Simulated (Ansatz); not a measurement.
What biaxial strain +1.93 %, plane normal [110], relaxed out of plane does to ZnTe

Take ZnTe in the zinc blende structure (space group F-43m, No. 216; a = 6.066 Å) as the base. Axes: x, y, z lie along the cube axes.

Now apply this change: tensile biaxial strain of 1.93 % in the plane normal to [110], as in epitaxy on a mismatched substrate; the out-of-plane cell vector and the atoms relax.

The values are results of Ansatz (an electronic-structure program) PBEsol, no spin-orbit coupling, not measurements. Γ-centred 9×9×9 mesh, Fermi–Dirac width 0.05 eV.

| quantity | base | changed | shift |
|---|---|---|---|
| volume per atom | 27.90 Å³ | 28.62 Å³ | +0.72 Å³ |
| space group | F-43m (No. 216) | Imm2 (No. 44) | – |
| shortest interatomic distance | 262.7 pm | 264.0 pm | +1.3 pm |
| energy relative to the base (free energy F) | 0 meV/atom | +6.1 meV/atom | +6.1 meV/atom |
| pressure (mean of the normal stresses, compression positive) | 0.00 GPa | -1.21 GPa | -1.217 GPa |
| band gap | 1.24 eV | 0.98 eV | -0.26 eV |
| gap character | direct at Γ | direct at Γ | – |
| valence-band top at Γ (three highest levels, from the VBM) | 0.00, 0.00, 0.00 eV | 0.00, -0.18, -0.20 eV | – |
| out-of-plane strain | – | -1.25 % | – |
| ratio −ε⊥/ε∥ | – | 0.65 | – |
| mean in-plane stress (compression positive) | – | -1.8 GPa | – |

Cost of the whole job for the changed cell (relaxation, final SCF and bands): roughly 4 core-minutes.

A biaxial case was relaxed in a doubled cell and then solved in the primitive one. With Te present, leaving out spin-orbit coupling can change the band edges. Stability against distortions was not tested. Labels are those of the standard path for the cell's own space group.
